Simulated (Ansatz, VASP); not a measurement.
## MgO: VASP beside Ansatz

```
CELL_PARAMETERS angstrom
2.59757 0.00000 0.00000
0.00000 2.59757 0.00000
0.00000 0.00000 2.59757
ATOMIC_POSITIONS crystal
Mg 0.00000 0.00000 0.00000
O 0.50000 0.50000 0.50000
```

Alike in both runs: task single point; functional PBEsol; k mesh 14 × 14 × 14; occupations gaussian, width 0.05 eV; no spin polarisation.

|  | VASP | Ansatz |
| --- | --- | --- |
| version | VASP 6.6.1 | Ansatz 0.2.0 |
| potentials or method | VASP PAW PBE potentials, release 64 (Mg, O) | scalar-relativistic, plane waves, PAW |
| plane-wave cutoff (eV) | 520 | 420 |
| valence electrons in the cell | 8 | 16 |

|  | VASP | Ansatz | Ansatz less VASP |
| --- | --- | --- | --- |
| gap on the k mesh at the Fermi level (eV) | 2.85 | 2.85 | 0.000 |
| least direct gap on the mesh (eV) | 3.92 | 3.91 | -0.005 |
| pressure (GPa) | 6.1 | 6.6 | +0.54 |

The two sets of potentials don't hold the same shells in valence.

Caveats: the PAW data sets were made with another functional, which shifts forces and pressure a little (VASP). A k mesh can miss the band edges.
